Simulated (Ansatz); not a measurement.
## CoSi₂ (Fm-3m), zone-centre modes

All numbers below come from DFT PBE, scalar-relativistic, plane waves, PAW in Ansatz. Cutoff 420 eV, Γ-centred 16×16×16 k-points, Gaussian smearing of 0.15 eV. No spin polarisation. A magnetic state may lie lower.

Zero of the scan (relaxed at this level):

```xyz
3
Lattice="0.0000 2.6799 2.6799 2.6799 0.0000 2.6799 2.6799 2.6799 0.0000" Properties=species:S:1:pos:R:3 pbc="T T T"
Co    0.0000    0.0000    0.0000
Si    1.3400    1.3400    1.3400
Si    4.0199    4.0199    4.0199
```

Harmonic modes by finite displacements of 0.02 Å, without the LO–TO term.

Question: At this geometry, is the structure stable against these modes?

Answer: Yes: no mode is imaginary beyond 10 cm⁻¹, and only the three translations lie near zero.

Question: List the wavenumbers in cm⁻¹.

Answer: 0, 0, 0, 325, 325, 325, 330, 330, 330.

Cost: 1 run of about 2 core-minutes, on Intel Xeon Processor @ 2.50GHz (Skylake/Cascade Lake) (shared hosts).